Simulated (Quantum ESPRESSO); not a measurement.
GaAs:

```
As Ga
1.0
     0.00000    2.82685    2.82685
     2.82685    0.00000    2.82685
     2.82685    2.82685    0.00000
As Ga
1 1
Direct
  0.75000 0.75000 0.75000
  0.00000 0.00000 0.00000
```

Base run:

```yaml
Program: Quantum ESPRESSO 7.5
Functional: r2SCAN
Potentials_or_basis: SG15 PBE 1.2
Cutoff: 1197 eV
Density_cutoff: 4789 eV
k_mesh: 6 × 6 × 6
Occupations: fermi-dirac, width 0.05 eV
Spin: no spin polarisation
```

Its results: band gap on the k mesh 0.59 eV, direct.

Problem. The run is repeated on the same cell with these changes: functional from r2SCAN to PBE; cutoff from 1197 eV to 952 eV; density cutoff from 4789 eV to 3810 eV. What comes out?

Solution. Band gap on the k mesh 0.51 eV, direct.

Not every run made on this cell is shown here.
